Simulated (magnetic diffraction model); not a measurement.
# Zn₄CrP₃O₁₃ below its ordering temperature

Space group R3m (no. 160), a = 6.9830 Å, c = 16.4530 Å.

```
site  atom       x       y       z
  9b    Zn  0.1730  0.8270  0.8341
  3a    Zn     1/3     2/3  0.6677
  3a    Cr     1/3     2/3  0.1712
  9b     P  0.4997  0.5003  0.0003
  3a     O     1/3     2/3  0.7909
  9b     O  0.4719  0.5281  0.1026
  9b     O  0.1999  0.8001  0.9791
  9b     O  0.1908  0.8092  0.2271
  9b     O  0.4682  0.5318  0.3543
```

This is a made-up structure (elements placed in a structure type, unrelaxed), so the numbers test the method and describe no known phase.

Only Cr is taken to order (form factors of Cr3+); orders and moment sizes are assumed, and not adapted to the symmetry. Radiation: neutrons of λ = 2.52 Å, 5° to 70°; isotropic B of 0.26 Å² (Zn), 0.24 Å² (Cr), 0.36 Å² (P) and 0.39 Å² (O). Simulated constant-wavelength pattern: nuclear and magnetic terms add, the magnetic one as |2.695 fm × Σ f S⊥ exp(2πi Q·r) exp(−B s²)|², summed over all Q at one angle with the factor 1/(sin²θ cos θ). For collinear order S is the moment m, which repeats by lattice and centring translations R with the sign exp(−2πi k·R). Free-ion form factors, Sears's scattering lengths of 1992, no absorption; a label names one of the reflections at its angle. The strongest nuclear line in the range is 100, and lines under 0.2 are left out.

Above the ordering temperature:

| 2θ (°) | index | I |
| --- | --- | --- |
| 25.65 | (1 0 1) | 18.1 |
| 26.56 | (0 0 3) | 16.0 |
| 29.97 | (0 1 2) | 8.1 |
| 42.31 | (1 1 0) | 11.5 |
| 43.49 | (1 0 4) | 2.1 |
| 50.13 | (0 2 1) | 7.7 |
| 50.66 | (1 1 3) | 5.0 |
| 51.69 | (0 1 5) | 1.8 |
| 52.71 | (2 0 2) | 100.0 |
| 54.71 | (0 0 6) | 30.9 |
| 62.29 | (0 2 4) | 12.6 |
| 67.63 | (2 1 1) | 49.4 |
| 68.93 | (2 0 5) | 36.8 |
| 69.80 | (1 2 2) | 2.0 |

Below it (cell unchanged):

```
2θ (°)      I
 25.65   24.2
 26.56   16.3
 29.97   11.5
 42.31   13.5
 43.49    2.9
 50.13    8.9
 50.66    6.9
 51.69    2.2
 52.71  101.0
 54.71   30.9
 62.29   13.1
 67.63   50.5
 68.93   37.1
 69.80    2.9
```

**Question.** Find the propagation vector, then choose among these models:
A. collinear moments along [100], 2.38 μB on Cr
B. collinear moments along [101], 2.38 μB on Cr
C. collinear moments along [001], 2.38 μB on Cr

No line moves, and magnetic intensity falls on nuclear lines such as the one at 25.65°, so the magnetic cell equals the chemical primitive cell: k = 0.

Magnetic intensity, observed (below minus above) and for each model:

| 2θ (°) | index | observed | A | B | C |
| --- | --- | --- | --- | --- | --- |
| 25.65 | (1 0 1) | 6.1 | 4.1 | 6.1 | 6.5 |
| 26.56 | (0 0 3) | 0.3 | 2.3 | 0.3 | <0.2 |
| 42.31 | (1 1 0) | 2.1 | 1.1 | 2.1 | 2.2 |
| 43.49 | (1 0 4) | 0.8 | 1.8 | 0.8 | 0.7 |
| 50.13 | (0 2 1) | 1.3 | 0.7 | 1.3 | 1.4 |
| 51.69 | (0 1 5) | 0.4 | 1.2 | 0.4 | 0.3 |
| 67.63 | (2 1 1) | 1.1 | 0.6 | 1.1 | 1.2 |
| 69.80 | (1 2 2) | 0.9 | 0.6 | 0.9 | 1.0 |

Model B matches.

The structure used: k = (0 0 0), collinear moments along [101], 2.38 μB on Cr.

[Logs are printed without paths, hosts, clocks, repeated set-up lines and the standing remarks that a program may print on its own settings, such as how far it seeks lower states.]
